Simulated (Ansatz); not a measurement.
GeO₂ (rutile)

```
GeO2
1.0
    4.42809     0.00000     0.00000
    0.00000     4.42809     0.00000
    0.00000     0.00000     2.88419
Ge O
2 4
Direct
  0.00000   0.00000   0.00000
  0.50000   0.50000   0.50000
  0.30632   0.30632   0.00000
  0.80632   0.19368   0.50000
  0.19368   0.80632   0.50000
  0.69368   0.69368   0.00000
```

The slice is a (-1 2 0) plane (indices of the conventional cell) through the point (0.000, 0.000, 0.000) (fractional), spanned by u = [001] and v = [210] in vectors of this cell: u (2.88 Å) and v (9.90 Å, at 90° to u). It covers one period; positions are fractions (u, v).

Method: PBEsol (plane waves to 420 eV, PAW, scalar-relativistic; Ansatz, a program for electronic structure). k mesh 8×8×11. Inside the PAW spheres the values are not all-electron values, and peaks at nuclei hang on which shells count as valence. GeO2 was relaxed with its symmetry unable to fall.

**Question.** Sketch the valence electron density on this plane as a map.

**Answer.** 
```
|%%##==--::::--==##|
|++==--::::::::--==|
|----::........::--|
|==--::........::--|
|====--..    ..--==|
|++==--::....::--==|
|====--::....::--==|
|----::::::::::::--|
|::::::::----::::::|
|....::--------::..|
|  ..::--====--::..|
|....::--------::..|
|......::----::....|
|    ....::::....  |
|                  |
|                  |
|                  |
|    ....::::....  |
|......::----::....|
|....::--------::..|
|  ..::--====--::..|
|....::--------::..|
|::::::::----::::::|
|----::::::::::::--|
|====--::....::--==|
|++==--::....::--==|
|====--..    ..--==|
|==--::........::--|
|----::........::--|
|++==--::::::::--==|
|%%##==--::::--==##|
|@@%%++--::::--++%%|
```
Scale: ten equal steps from -1.40 (start of ' ') to 1.76 (end of '@'), in the order ' .:-=+*#%@'. Values: log₁₀ of the valence density in e/Å³. The map has 9 points along u (two characters each, u = 0 at the left) and 32 along v (v = 0 in the bottom row). The scale is logarithmic, as a density can span decades between atoms and voids.
